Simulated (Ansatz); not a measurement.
I, space group I4/mmm, a single point

With the Ansatz DFT code, driven from Python.

Notebook, run cell by cell (the value of a cell's last expression is shown):

In [1]:
```python
from collections import Counter
import json
import warnings

import ansatz as az
import numpy as np
from pymatgen.analysis.ewald import EwaldSummation
from pymatgen.core import Structure
```

In [2]:
```python
warnings.simplefilter('ignore', az.DeckWarning)
```

In [3]:
```python
xtal = (
    az.Lattice.from_parameters(3.2349, 3.2349, 8.5296, alpha=90, beta=90, gamma=90)
    .space_group(139, hermann_mauguin='I4/mmm')
    .atom('I', (0.0, 0.0, 0.0))
    .primitive()
)
```

In [4]:
```python
len(xtal.resolved().sites)
```
Out [4]:
```text
1
```

In [5]:
```python
# settings of the run
job = (
    xtal.calculation()
    .basis(35 * az.Ry)
    .functional('pbe')
    .occupations(az.OccupationsMethod.METHFESSEL_PAXTON)
    .kpoints(11)
    .stress()
    .xc_energy_on_converged_density(['revpbe', 'lda', 'rpbe'])
    .band_table()
)
done = job.run(events_out='events.ndjson')
report = done.report
```

In [6]:
```python
report['mixing_algorithm'], report['preconditioner'], report['eigensolver']
```
Out [6]:
```text
('MSR1', 'LDOS', 'band_cg')
```

In [7]:
```python
with open('events.ndjson') as stream:
    kinds = Counter(json.loads(line)['event'] for line in stream)
print('events:', {kind: kinds[kind] for kind in ('scf_iter', 'scf_done', 'notice', 'finished')})
```
```text
events: {'scf_iter': 6, 'scf_done': 1, 'notice': 2, 'finished': 1}
```

In [8]:
```python
for key in ('converged', 'n_iterations', 'n_electrons', 'n_kpoints', 'n_pw', 'n_symmetry_ops', 'free_energy_ev', 'fermi_energy_ev'):
    print(f'{key:18s} {report[key]}')

keep = ['free_energy_ev', 'energy_sigma0_ev', 'fermi_energy_ev', 'n_iterations', 'converged', 'magnetization_mub', 'n_kpoints']
with open('i.json', 'w') as handle:
    json.dump({key: report[key] for key in keep}, handle, indent=1)
```
```text
converged          True
n_iterations       6
n_electrons        17.0
n_kpoints          126
n_pw               1055
n_symmetry_ops     16
free_energy_ev     -7512.806095268035
fermi_energy_ev    4.9346422315564435
```

In [9]:
```python
final = Structure(done.lattice.cell_ang, [s.symbol for s in done.lattice.sites], [s.position_frac for s in done.lattice.sites])
# ions of the valence charge in a uniform background
ions = final.copy()
ions.add_oxidation_state_by_site([report['n_electrons'] / len(ions)] * len(ions))
print(f'Ewald sum by pymatgen {EwaldSummation(ions).total_energy:.4f} eV, by the run {report["components"]["e_ewald"]:.4f} eV')
```
```text
Ewald sum by pymatgen -1621.9688 eV, by the run -1621.9688 eV
```

In [10]:
```python
# the stress is positive in compression
print('pressure by term (GPa)')
for term, tensor in report['stress_terms_gpa'].items():
    if np.any(tensor):
        print(f'  {term:28s} {np.trace(np.array(tensor)) / 3:12.3f}')
print(f'  {"total":28s} {np.trace(np.array(report["stress_gpa"])) / 3:12.3f}')

print('other functionals on this density (not self-consistent, eV)')
for entry in report.get('xc_energy_on_converged_density', []):
    print(entry['functional'], {k: round(v, 3) for k, v in entry.items() if isinstance(v, float)})
```
```text
pressure by term (GPa)
  kinetic                           450.278
  hartree                          1297.391
  ewald                           -1940.936
  local_pseudopotential             849.099
  nonlocal_pseudopotential         -188.467
  augmentation                     -336.621
  nlcc                             -125.382
  xc                                 -5.241
  augmentation_tail                  -0.001
  scf_correction                     -0.001
  pulay_correction                    0.009
  total                               0.128
other functionals on this density (not self-consistent, eV)
revpbe {'e_xc_with_core_ev': -4945.986}
lda {'e_xc_with_core_ev': -4782.42}
rpbe {'e_xc_with_core_ev': -4948.606}
```

In [11]:
```python
print('band  energy (eV)  occupation, at k =', report['kpoints_frac'][0])
for band, (e, occ) in enumerate(zip(report['eigenvalues_ev'][0], report['occupations'][0]), start=1):
    print(f'{band:4d} {e:12.4f} {occ:9.4f}')
```
```text
band  energy (eV)  occupation, at k = [0.0, 0.0, 0.0]
   1     -40.4258    2.0000
   2     -40.4056    2.0000
   3     -40.2010    2.0000
   4     -40.2010    2.0000
   5     -40.1418    2.0000
   6      -8.8611    2.0000
   7       2.5852    2.0000
   8       5.7089   -0.0000
   9       5.7089   -0.0000
  10       9.1062    0.0000
  11      12.3202    0.0000
  12      12.9232    0.0000
  13      17.3323    0.0000
```

`i.json`, as written:
```json
{
 "free_energy_ev": -7512.806095268035,
 "energy_sigma0_ev": -7512.805806285789,
 "fermi_energy_ev": 4.9346422315564435,
 "n_iterations": 6,
 "converged": true,
 "magnetization_mub": 0.0,
 "n_kpoints": 126
}
```

Notes:
- Total energies depend on the potentials; only differences at equal settings carry meaning. A total without «per atom» is that of the cell as typed.
- The cell holds an odd number of electrons and is run without spin, so a magnetic state may lie lower.
- The zero of the levels is a convention of the potentials, so an absolute Fermi energy is no work function.
- Pressure is positive in compression.
- This isn't the structure that I takes at ambient conditions.
- Levels are Kohn-Sham eigenvalues on this mesh, without spin-orbit coupling.
- The whole script took 4.3 s on 1 thread of Intel(R) Xeon(R) Platinum 8488C (Sapphire Rapids) (shared host), peak memory 0.49 GiB.

(Lines on the test bed's own set-up are left out of the output.)
